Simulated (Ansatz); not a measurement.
# Si: a trial structure relaxed, part 2 of 2

Where does this trial cell of Si go when cell and atoms are let free?

Ansatz 0.2.0; DFT PBE, scalar-relativistic, plane waves, PAW.

## (4) Final relaxation

The end of the coarse run is made exact in the group found at a tolerance of 0.06 Å and reduced to its primitive cell.

File input.yaml:

```yaml
crystal:
  lattice:
    - [2.9287493165, 0.0, 0.0]
    - [-1.4643746583, 2.5363713094, 0.0]
    - [0.0, 0.0, 11.9124086233]
  atoms:
    - { symbol: Si, position: [0.6666666667, 0.3333333333, 0.9182936634] }
    - { symbol: Si, position: [0.0, 0.0, 0.25] }
    - { symbol: Si, position: [0.6666666667, 0.3333333333, 0.5817063366] }
    - { symbol: Si, position: [0.3333333333, 0.6666666667, 0.4182936634] }
    - { symbol: Si, position: [0.0, 0.0, 0.75] }
    - { symbol: Si, position: [0.3333333333, 0.6666666667, 0.0817063366] }
basis:
  ecutwfc: 420
kpoints:
  mp_grid: { grid: [15, 15, 4] }
hamiltonian:
  xc: pbe
scf:
  occupations: { method: gaussian, width: 0.1 }
output:
  forces: true
  stress: true
  eigenvalues: true
  write_density: true
  write_potential: true
  elf: true
  volumetric_format: npy
relax:
  adjacent_minimum: "off"
  f_tol: 0.01
  max_steps: 80
  cell: { stress_tol: 0.05 }
```

Launch:

```bash
$ ansatz run input.yaml --threads 1 --pin off --max-ram 2048MiB --backend cpu --events-out ev --progress --plain --runs-dir out
```

Output:

```text
Warning: RAYON_NUM_THREADS=1 ignored (pool sized by the plan → 1); use --threads N
Engine: ansatz 0.2.0, aarch64-unknown-linux-gnu
Pseudopotentials: kind: paw
Pseudopotential: Si, paw, valence charge 4, recommended cutoff 420 eV (normal), Si.paw.azcp
Functional definition: PBE
  parameter kappa = 0.804
  parameter beta = 0.06672455060314922
  exchange = pbe_x(kappa = kappa, mu = beta*pi^2/3)
  correlation = pbe_c(beta = beta)
Crystal: 6 atoms, lattice volume = 88.490 Å³
Basis set: ecut = 420 eV, 1719 PW (Γ), exchange–correlation on 40×40×160 points (8 copies of the dense FFT grid, shifted against one another)
Bands: 18, of which v1, the nominal top of the filled ones, is band 12 counted from 1 (11 counted from 0)
Symmetry: 24 space group operations
Space group: P63/mmc (ITA 194), of the structure as read, at distance tolerance 4.5e-5 Å
k-points: 81 of 900
Non-local potential: Si, projectors of the file, l = 0: 2, l = 1: 2, l = 2: 2
PAW form: soft (Blöchl's): semilocal exchange-correlation on the pseudo side does not see the compensation charge
PAW one-centre angular grid: Si, 110 points (default); XC on 64 Gauss nodes
Initial density: superposition of atomic densities (neutral atoms: chi_scale 0, normalization atom), corrected by the library's trained network
Initial wavefunctions: pseudopotential atomic-orbital guess
Functional: x = pbe(κ = 0.804, μ = 0.2195149727645171), c = pbe(β = 0.06672455060314922)
SCF iter   1: F=—  HF=-3811.617553 eV  |F-HF|=—  |Δ(HF+E_count)|=         —  Δρ=2.34e-3  dr2=7.28e-3  ethr=1.77e-3  ⟨swp⟩=6.4  Hψ=20051  notcnv=0  defer=66
automatic band count: the SCF goes on with 24 bands, as 18 were too few: the levels above may hold too much charge
preconditioner: auto → none  [metal: Δε(μ)=0.036 eV  Ē_g=9.875 eV  σ=0.100 eV  W_gap=0.20  n_scr=8 (ndim 8)  ℏωp=19.3 eV  f_vac=0.000  D(μ)=3.12/eV (n_scr^D=14)  sad-step TF]
SCF iter   2: F=—  HF=-3811.618238 eV  |F-HF|=—  |Δ(HF+E_count)|=   6.86e-4  Δρ=1.51e-3  dr2=3.69e-3  ethr=3.03e-5  ⟨swp⟩=1.5  Hψ=2828  notcnv=0  defer=97
SCF iter   3: F=—  HF=-3811.617990 eV  |F-HF|=—  |Δ(HF+E_count)|=   2.48e-4  Δρ=2.57e-4  dr2=4.79e-5  ethr=1.54e-5  ⟨swp⟩=2.2  Hψ=1895  notcnv=0  defer=97
SCF iter   4: F=—  HF=-3811.617970 eV  |F-HF|=—  |Δ(HF+E_count)|=   2.05e-5  Δρ=6.81e-5  dr2=1.21e-5  ethr=1.99e-7  ⟨swp⟩=2.4  Hψ=2436  notcnv=0  defer=97
SCF iter   5: F=—  HF=-3811.617969 eV  |F-HF|=—  |Δ(HF+E_count)|=   1.35e-6  Δρ=2.02e-5  dr2=6.41e-7  ethr=5.02e-8  ⟨swp⟩=2.0  Hψ=1921  notcnv=0  defer=97
SCF iter   6: F=-3811.617969 eV  HF=-3811.617969 eV  |F-HF|=2.98e-9  |Δ(HF+E_count)|=   8.29e-9  Δρ=3.57e-6  dr2=1.13e-8  ethr=4.17e-10  ⟨swp⟩=12.3  Hψ=12104  notcnv=0
SCF 1 converged in 6 iterations: F = -3811.617969 eV  dr2 = 1.13e-8
relax step   1: F+E_penalty+E_count = -3811.61796859 eV  Δ(F+E_penalty+E_count) = +0.000e0 eV  max|allowed force component| = 1.080e-1 eV/Å  Δτ_max = 0.0000 Å  P = +0.472 GPa  Ω = 88.490 Å³  (6 SCF iters, dr2 threshold 1.00e-7 eV, accepted)
Crystal: 6 atoms, lattice volume = 88.328 Å³
Basis set: ecut = 420 eV, 1721 PW (Γ), exchange–correlation on 40×40×160 points (8 copies of the dense FFT grid, shifted against one another)
Bands: 24, of which v1, the nominal top of the filled ones, is band 12 counted from 1 (11 counted from 0)
Initial density: handed on by an earlier stage of this run
Initial wavefunctions: those handed on with the density
iter 1 solved again at ethr=3.83e-6 eV; its pass at ethr=3.10e-3 eV (dr2=9.19e-4 eV) is discarded
SCF iter   1: F=—  HF=-3811.633244 eV  |F-HF|=—  |Δ(HF+E_count)|=         —  Δρ=7.58e-4  dr2=9.29e-4  ethr=3.83e-6  ⟨swp⟩=2.6  Hψ=11167  notcnv=0
preconditioner: auto → none  [metal: Δε(μ)=0.039 eV  Ē_g=9.880 eV  σ=0.100 eV  W_gap=0.22  n_scr=8 (ndim 8)  ℏωp=19.4 eV  f_vac=0.000  D(μ)=2.40/eV (n_scr^D=8)]
SCF iter   2: F=—  HF=-3811.633075 eV  |F-HF|=—  |Δ(HF+E_count)|=   1.69e-4  Δρ=3.30e-4  dr2=1.26e-4  ethr=3.83e-6  ⟨swp⟩=1.5  Hψ=2072  notcnv=0
SCF iter   3: F=—  HF=-3811.633025 eV  |F-HF|=—  |Δ(HF+E_count)|=   5.00e-5  Δρ=1.42e-4  dr2=2.68e-5  ethr=5.24e-7  ⟨swp⟩=2.0  Hψ=2231  notcnv=0
iter 4 did not close the SCF: its close was put off for the readings that it lacked (scf_convergence_deferred on its scf_iter line)
SCF iter   4: F=-3811.633021 eV  HF=-3811.633021 eV  |F-HF|=4.42e-8  |Δ(HF+E_count)|=   3.91e-6  Δρ=2.03e-5  dr2=1.78e-7  ethr=1.12e-7  ⟨swp⟩=1.6  Hψ=2144  notcnv=0
iter 5 did not close the SCF: its close was put off for the readings that it lacked (scf_convergence_deferred on its scf_iter line)
SCF iter   5: F=-3811.633021 eV  HF=-3811.633021 eV  |F-HF|=3.02e-9  |Δ(HF+E_count)|=   6.06e-8  Δρ=2.03e-6  dr2=5.54e-9  ethr=7.43e-10  ⟨swp⟩=2.1  Hψ=2788  notcnv=0
SCF iter   6: F=-3811.633021 eV  HF=-3811.633021 eV  |F-HF|=1.46e-11  |Δ(HF+E_count)|=   1.13e-9  Δρ=5.01e-7  dr2=1.62e-10  ethr=2.31e-11  ⟨swp⟩=5.2  Hψ=8737  notcnv=0
SCF 2 converged in 6 iterations: F = -3811.633021 eV  dr2 = 1.62e-10
relax step   2: F+E_penalty+E_count = -3811.63302103 eV  Δ(F+E_penalty+E_count) = -1.505e-2 eV  max|allowed force component| = 5.843e-2 eV/Å  Δτ_max = 0.0046 Å  P = +0.321 GPa  Ω = 88.328 Å³  energy of the carried Pulay correction = +2.776e-5 eV  (6 SCF iters, dr2 threshold 6.00e-7 eV, accepted)
Crystal: 6 atoms, lattice volume = 87.929 Å³
Basis set: ecut = 420 eV, 1709 PW (Γ), exchange–correlation on 40×40×160 points (8 copies of the dense FFT grid, shifted against one another)
iter 1 solved again at ethr=3.59e-6 eV; its pass at ethr=3.10e-3 eV (dr2=8.61e-4 eV) is discarded
SCF iter   1: F=—  HF=-3811.658787 eV  |F-HF|=—  |Δ(HF+E_count)|=         —  Δρ=1.01e-3  dr2=9.41e-4  ethr=3.59e-6  ⟨swp⟩=2.6  Hψ=11538  notcnv=0
preconditioner: auto → none  [metal: Δε(μ)=0.086 eV  Ē_g=9.906 eV  σ=0.100 eV  W_gap=0.44  n_scr=8 (ndim 8)  ℏωp=19.4 eV  f_vac=0.000  D(μ)=1.84/eV (n_scr^D=6)]
SCF iter   2: F=—  HF=-3811.658560 eV  |F-HF|=—  |Δ(HF+E_count)|=   2.27e-4  Δρ=4.21e-4  dr2=1.45e-4  ethr=3.59e-6  ⟨swp⟩=1.0  Hψ=1944  notcnv=0
SCF iter   3: F=—  HF=-3811.658499 eV  |F-HF|=—  |Δ(HF+E_count)|=   6.07e-5  Δρ=8.10e-5  dr2=2.87e-5  ethr=6.04e-7  ⟨swp⟩=2.0  Hψ=2749  notcnv=0
iter 4 did not close the SCF: its close was put off for the readings that it lacked (scf_convergence_deferred on its scf_iter line)
SCF iter   4: F=-3811.658495 eV  HF=-3811.658494 eV  |F-HF|=1.17e-7  |Δ(HF+E_count)|=   4.91e-6  Δρ=2.88e-5  dr2=3.45e-7  ethr=1.20e-7  ⟨swp⟩=1.4  Hψ=2033  notcnv=0
iter 5 did not close the SCF: its close was put off for the readings that it lacked (scf_convergence_deferred on its scf_iter line)
SCF iter   5: F=-3811.658495 eV  HF=-3811.658495 eV  |F-HF|=1.85e-9  |Δ(HF+E_count)|=   1.43e-7  Δρ=2.72e-6  dr2=5.64e-9  ethr=1.44e-9  ⟨swp⟩=2.3  Hψ=2478  notcnv=0
SCF iter   6: F=-3811.658495 eV  HF=-3811.658495 eV  |F-HF|=9.14e-11  |Δ(HF+E_count)|=   1.51e-9  Δρ=3.82e-7  dr2=1.68e-10  ethr=2.35e-11  ⟨swp⟩=4.7  Hψ=8571  notcnv=0
SCF 3 converged in 6 iterations: F = -3811.658495 eV  dr2 = 1.68e-10
relax step   3: F+E_penalty+E_count = -3811.65849459 eV  Δ(F+E_penalty+E_count) = -2.547e-2 eV  max|allowed force component| = 1.873e-2 eV/Å  Δτ_max = 0.0024 Å  P = +0.227 GPa  Ω = 87.929 Å³  energy of the carried Pulay correction = +9.612e-5 eV  (6 SCF iters, dr2 threshold 6.00e-7 eV, accepted)
[... 11 lines left out ...]
relax step   4: F+E_penalty+E_count = -3811.66949606 eV  Δ(F+E_penalty+E_count) = -1.100e-2 eV  max|allowed force component| = 6.317e-2 eV/Å  Δτ_max = 0.0103 Å  P = +0.714 GPa  Ω = 86.453 Å³  energy of the carried Pulay correction = +3.520e-4 eV  (6 SCF iters, dr2 threshold 6.00e-7 eV, accepted)
[... 12 lines left out ...]
relax step   5: F+E_penalty+E_count = -3811.67034258 eV  Δ(F+E_penalty+E_count) = -8.465e-4 eV  max|allowed force component| = 2.948e-2 eV/Å  Δτ_max = 0.0151 Å  P = -1.341 GPa  Ω = 88.702 Å³  energy of the carried Pulay correction = -3.613e-5 eV  (6 SCF iters, dr2 threshold 6.00e-7 eV, accepted)
[... 13 lines left out ...]
relax step   6: F+E_penalty+E_count = -3811.68349668 eV  Δ(F+E_penalty+E_count) = -1.315e-2 eV  max|allowed force component| = 2.367e-2 eV/Å  Δτ_max = 0.0015 Å  P = -0.451 GPa  Ω = 87.838 Å³  energy of the carried Pulay correction = +1.117e-4 eV  (6 SCF iters, dr2 threshold 6.00e-7 eV, accepted)
[... 12 lines left out ...]
relax step   7: F+E_penalty+E_count = -3811.62185152 eV  Δ(F+E_penalty+E_count) = +6.165e-2 eV  max|allowed force component| = 6.571e-2 eV/Å  Δτ_max = 0.0011 Å  P = +1.914 GPa  Ω = 86.817 Å³  energy of the carried Pulay correction = +2.886e-4 eV  (6 SCF iters, dr2 threshold 6.00e-7 eV, rejected (line search))
[... 11 lines left out ...]
relax step   8: F+E_penalty+E_count = -3811.68246608 eV  Δ(F+E_penalty+E_count) = +1.031e-3 eV  max|allowed force component| = 4.922e-3 eV/Å  Δτ_max = 0.0038 Å  P = +0.020 GPa  Ω = 87.636 Å³  energy of the carried Pulay correction = +1.465e-4 eV  (7 SCF iters, rejected (line search))
[... 12 lines left out ...]
relax step   9: F+E_penalty+E_count = -3811.68689199 eV  Δ(F+E_penalty+E_count) = -3.395e-3 eV  max|allowed force component| = 6.074e-3 eV/Å  Δτ_max = 0.0026 Å  P = -0.016 GPa  Ω = 87.494 Å³  energy of the carried Pulay correction = +1.712e-4 eV  (7 SCF iters, accepted)
Basis set: ecut = 420 eV, 1733 PW (Γ), exchange–correlation on 40×40×180 points (8 copies of the dense FFT grid, shifted against one another)
Initial wavefunctions: pseudopotential atomic-orbital guess (no wavefunctions were taken with the density)
iter 1 solved again at ethr=9.42e-8 eV; its pass at ethr=3.10e-3 eV (dr2=2.26e-5 eV) is discarded
SCF iter   1: F=—  HF=-3811.687189 eV  |F-HF|=—  |Δ(HF+E_count)|=         —  Δρ=3.95e-5  dr2=1.06e-7  ethr=9.42e-8  ⟨swp⟩=3.0  Hψ=16087  notcnv=0
preconditioner: auto → none  [insulator: Δε(μ)=0.097 eV  Ē_g=9.921 eV  σ=0.100 eV  W_gap=0.50  n_scr=8 (ndim 8)  ℏωp=19.4 eV  f_vac=0.000  D(μ)=1.69/eV (n_scr^D=6)  ε∞_Penn≈4.8]
SCF iter   2: F=—  HF=-3811.687187 eV  |F-HF|=—  |Δ(HF+E_count)|=   1.80e-6  Δρ=1.98e-5  dr2=2.72e-8  ethr=4.43e-10  ⟨swp⟩=2.6  Hψ=2862  notcnv=0
SCF iter   3: F=—  HF=-3811.687188 eV  |F-HF|=—  |Δ(HF+E_count)|=   3.37e-7  Δρ=1.13e-6  dr2=1.93e-9  ethr=1.13e-10  ⟨swp⟩=2.0  Hψ=2892  notcnv=0
SCF iter   4: F=—  HF=-3811.687188 eV  |F-HF|=—  |Δ(HF+E_count)|=  8.87e-11  Δρ=4.96e-7  dr2=1.53e-10  ethr=8.06e-12  ⟨swp⟩=1.0  Hψ=1944  notcnv=0
SCF iter   5: F=—  HF=-3811.687188 eV  |F-HF|=—  |Δ(HF+E_count)|=  1.82e-12  Δρ=2.75e-7  dr2=6.27e-11  ethr=1.00e-12  ⟨swp⟩=1.0  Hψ=1944  notcnv=0
SCF iter   6: F=-3811.687188 eV  HF=-3811.687188 eV  |F-HF|=4.55e-12  |Δ(HF+E_count)|=  4.55e-13  Δρ=5.98e-8  dr2=6.86e-12  ethr=1.00e-12  ⟨swp⟩=5.8  Hψ=6557  notcnv=0
SCF 10 converged in 6 iterations: F = -3811.687188 eV  dr2 = 6.86e-12
relax step  10: F+E_penalty+E_count = -3811.68718761 eV  Δ(F+E_penalty+E_count) = -2.956e-4 eV  max|allowed force component| = 5.964e-3 eV/Å  Δτ_max = 0.0000 Å  P = -0.009 GPa  Ω = 87.494 Å³  stress off target by 4.16e-2 GPa  SCF on the basis re-selected at this cell (its energy is not comparable with the rows above)  (6 SCF iters)
basis re-selected at this cell: Δ(F+E_penalty+E_count) = -2.956e-4 eV, ΔP = +0.007 GPa vs the last step (what re-selecting the basis moved, of the pressure what is left beyond the Pulay correction that the steps carried, after the strain that the cell walked since its last selection, with what the two solves' SCF thresholds leave and, on support functions, any second-order correction that the steps lacked; it is no measure of the basis error at this ecutwfc). The dense FFT grid was sized anew with the basis: this SCF ran on 20×20×90 points, the steps before it on 20×20×80, so part of this shift can come from that change (see relax.cell in the input reference). This SCF's stress stands 4.16e-2 GPa from its target on what of the cell is left free (relax.cell.stress_tol is 5.00e-2 GPa) and its largest allowed force component is 5.96e-3 eV/Å (relax.f_tol is 1.00e-2 eV/Å): within both
SCF converged after 6 iterations
Free energy (F): -3811.687188 eV
Harris-Foulkes:  -3811.687188 eV  (|F-HF|=4.55e-12)
Internal energy: -3811.678727 eV  (E = F + TS)
E sigma→0 (E₀):  -3811.682958 eV
Entropy (-TS):   -0.008460 eV (-1.410 meV/atom)
Fermi energy:    10.561601 eV
--- Per-component energies (eV) ---
  E_band       = 117.911238
  E_kinetic    = 245.706366
  E_local      = 11.699669  (includes V_loc(G=0)·N_el)
  E_nonlocal   = 152.189300
  E_hartree    = 3.254023
  E_xc         = -336.152761
  E_vxc        = -287.012406  (∫ρ·V_xc dr)
  E_paw        = -3072.659656  (= ΣΔE_a)
  E_vpaw       = -11.179780  (= ΣTr[D̂ρ^β])
  E_aug_tail   = 0.000042  (compensation charges beyond the density's cutoff)
  E_ewald      = -815.715712
  E_smearing   = -0.008460  (= −TS)
  E_closure    = -0.000000  (closes the sum)
  Σ components = -3811.687188   (vs F -3811.687188, Δ=0.00e0)
--- Forces (eV/Å), atoms counted from 1 ---
  atom   1  Si     0.00000000    -0.00000000    -0.00596371
  atom   2  Si     0.00000000    -0.00000000    -0.00000000
  atom   3  Si     0.00000000    -0.00000000     0.00596371
  atom   4  Si    -0.00000000     0.00000000    -0.00596371
  atom   5  Si    -0.00000000     0.00000000     0.00000000
  atom   6  Si    -0.00000000     0.00000000     0.00596371
  max |Σ_I F_I| component: 1.97e-17 eV/Å
--- Stress (GPa, compression-positive) ---
       -0.034174       0.000000      -0.000000
        0.000000      -0.034174      -0.000000
       -0.000000       0.000000       0.041648
  P = ⅓ Tr σ = -0.0089 GPa (-0.089 kbar)
--- Band table (eV; the first three rows and the last of 81) ---
  k-point 0: bands = ["-3.7858", "-2.9103", "-2.7771", "-0.0971", "0.0031", "4.3336", "4.7339", "10.7119", "10.7953", "17.0221", "17.0221", "17.2405", "17.2405", "17.5659", "17.5659", "18.1924", "18.1967", "18.2463", "18.2463", "18.7095", "18.7095", "19.5526", "19.5526", "21.0997"]
  k-point 1: bands = ["-3.7270", "-3.2593", "-2.3120", "-0.9172", "0.9344", "3.2142", "5.9566", "9.0592", "12.5314", "16.2802", "17.0464", "17.0464", "17.1949", "17.1949", "17.6371", "17.6371", "18.0565", "18.0565", "18.9722", "18.9722", "19.5667", "19.5667", "20.0404", "20.6242"]
  k-point 2: bands = ["-3.5511", "-3.5511", "-1.6722", "-1.6722", "2.0225", "2.0225", "7.4575", "7.4575", "14.3800", "14.3800", "17.1120", "17.1120", "17.1120", "17.1120", "17.8122", "17.8122", "17.8122", "17.8122", "19.3803", "19.3803", "19.3803", "19.3803", "20.5156", "20.5156"]
  k-point 80: bands = ["3.8229", "3.8229", "4.1457", "4.1457", "4.3586", "4.3586", "5.9476", "5.9476", "6.1008", "6.1008", "6.3844", "6.3844", "9.1950", "9.1950", "9.7424", "9.7424", "10.2333", "10.2333", "14.4591", "14.4591", "14.8536", "14.8536", "15.4393", "15.4393"]
--- Relaxed structure (9 steps of the walk, 7 accepted, 1 SCFs on fresh bases) ---
  F+E_penalty+E_count = -3811.68718761 eV   max|allowed force component| = 5.964e-3 eV/Å   (the final SCF, on the basis selected at the relaxed cell)
  cell:  # Å, volume = 87.4936 Å³
    - [2.8511393705287906, 2.81025420137565e-11, 0.0]
    - [-1.425569685288733, 2.4691591245938556, 0.0]
    - [0.0, 0.0, 12.428211284219268]
  atoms:
    - { symbol: Si, position: [0.6666666666666667, 0.3333333333333333, 0.9177625253173042] }
    - { symbol: Si, position: [-9.072425893054061e-32, -9.061277391716988e-32, 0.25] }
    - { symbol: Si, position: [0.6666666666666667, 0.3333333333333333, 0.5822374746826958] }
    - { symbol: Si, position: [0.33333333333333337, 0.6666666666666666, 0.4177625253173043] }
    - { symbol: Si, position: [9.176914146122028e-32, 8.919536739776713e-32, 0.75] }
    - { symbol: Si, position: [0.33333333333333337, 0.6666666666666666, 0.08223747468269578] }
```

It took 97 s on 1 thread of Arm Neoverse V1, shared host; peak memory 0.44 GiB.

Step by step:

```
step  energy from step 1 (eV/cell)  largest force component (eV/Å)  pressure (GPa)  volume (Å³)
   1                        0.0000                          0.1080            0.47        88.49
   2                       -0.0151                          0.0584            0.32        88.33
   3                       -0.0405                          0.0187            0.23        87.93
   4                       -0.0515                          0.0632            0.71        86.45
   5                       -0.0524                          0.0295           -1.34        88.70
   6                       -0.0655                          0.0237           -0.45        87.84
   7                       -0.0039                          0.0657            1.91        86.82
   8                       -0.0645                          0.0049            0.02        87.64
   9                       -0.0689                          0.0061           -0.02        87.49
  10                       -0.0692                          0.0060           -0.01        87.49
```

Step 1 is the start. Step 10 repeats the geometry before it on a plane-wave basis chosen anew for that cell, so its energy need not be comparable with the rows above. Steps 7, 8 were tried and not accepted.

|  | before | after | change |
| --- | --- | --- | --- |
| a (Å) | 2.929 | 2.851 | -2.6 % |
| b (Å) | 2.929 | 2.851 | -2.6 % |
| c (Å) | 11.912 | 12.428 | +4.3 % |
| volume (Å³/atom) | 14.75 | 14.58 | -1.1 % |
| shortest distance (Å) | 2.578 | 2.625 | +1.8 % |
| space group (0.01 Å) | P6_3/mmc | P6_3/mmc | same |

Forces and stress were held to the start's 24 operations: a distortion of lower symmetry was not tested.

Density in a lattice plane of the grid's cell (edges 2.85 and 12.43 Å, at 0.000 of the third edge), which holds Si.

Ten even steps from ' ' (0.05 e/Å³) to '@' (0.39 e/Å³):
```
--==##@@##==
==++%%@@%%++
************
%%@@##==##@@
  **%%++%%**
@@@@##==##@@
************
==++%%@@%%++
--==##@@##==
::--**%%**--
--==##@@##==
==++%%@@%%++
************
@@@@##==##@@
  **%%++%%**
%%@@##==##@@
************
==++%%@@%%++
--==##@@##==
::--**%%**--
```
Columns run along the first of these edges and rows up along the second, over one cell in 6 and 20 even steps from the bottom left corner. Atoms in the plane (fractional): Si at (1.00, 0.25), Si at (0.00, 0.75).

ELF in the same plane.

Ten even steps from ' ' (0.13) to '@' (0.70):
```
..==%%@@%%==
--++@@@@@@++
************
##@@##==##@@
@@++@@++@@++
##@@##==##@@
************
--++@@@@@@++
..==%%@@%%==
  ::**%%**::
..==%%@@%%==
--++@@@@@@++
************
##@@##==##@@
@@++@@++@@++
##@@##==##@@
************
--++@@@@@@++
..==%%@@%%==
  ..**%%**..
```
Columns run along the first of these edges and rows up along the second, over one cell in 6 and 20 even steps from the bottom left corner. Atoms in the plane (fractional): Si at (1.00, 0.25), Si at (0.00, 0.75).

Both are smooth fields of the valence electrons: close to the nuclei they are not physical.

Outside the cores ELF peaks at 0.73 on the Si–Si line, 0.9 Å from Si; 0.71 in the shell around Si, 0.9 Å from Si.

## (5) What came out

What follows sums up all 2 parts. Changes of volume or cell count from the first structure of part 1.

```
                              quantity                                                                        value
symmetry at the end (tolerance 0.05 Å)                                               space group P6_3/mmc (No. 194)
                     conventional cell  a = 2.851 Å, b = 2.851 Å, c = 12.428 Å, α = 90.00°, β = 90.00°, γ = 120.00°
                                volume                                                                14.58 Å³/atom
        energy over the standard state                                                                +0.53 eV/atom
                       gap on the mesh                                                                 none (metal)
```

In words: The space group P6_3/mmc (No. 194) is kept, and the volume per atom shrinks by 27.2 % from the first guess. It lies above the element's standard state, so it is metastable at best. No finished test with a distortion of lower symmetry is shown, so the end may be a saddle point.
